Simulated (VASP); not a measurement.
# Ge: an input that fails (relaxed cell and band gap)

Ge, Fd-3m (no. 227), 2 atoms in the cell.

INCAR:
```
  ADDGRID = T
  ALGO = Normal
  EDIFF = 1E-7
  EDIFFG = -0.005
  ENCUT = 600
  GGA = PE
  GGA_COMPAT = F
  IBRION = 2
  ISIF = 3
  ISMEAR = 0
  IVDW = 202
  KPAR = 2
  LASPH = T
  LCHARG = F
  LREAL = F
  LWAVE = F
  NELM = 80
  NSW = 20
  PREC = Accurate
  SIGMA = 0.02
```

KPOINTS:
```
k-points
0
Gamma
  6 6 6
```

POSCAR:
```
Ge
1.0
    0.0000000000      2.8289100000      2.8289100000
    2.8289100000      0.0000000000      2.8289100000
    2.8289100000      2.8289100000      0.0000000000
Ge
2
Direct
    0.7500000000      0.7500000000      0.7500000000
    0.5000000000      0.5000000000      0.5000000000
```

Commands:
```
cat potpaw_PBE.64/Ge_d/POTCAR > POTCAR
mpirun -np 2 vasp_std > vasp.out
```

VASP stops with:
```
ERROR: ADDGRID=.TRUE. is not supported for TS correction methods. ---->  I REFUSE TO CONTINUE WITH THIS SICK JOB ... BYE!!! <----
```

Cause: ADDGRID with a Hirshfeld-based scheme.
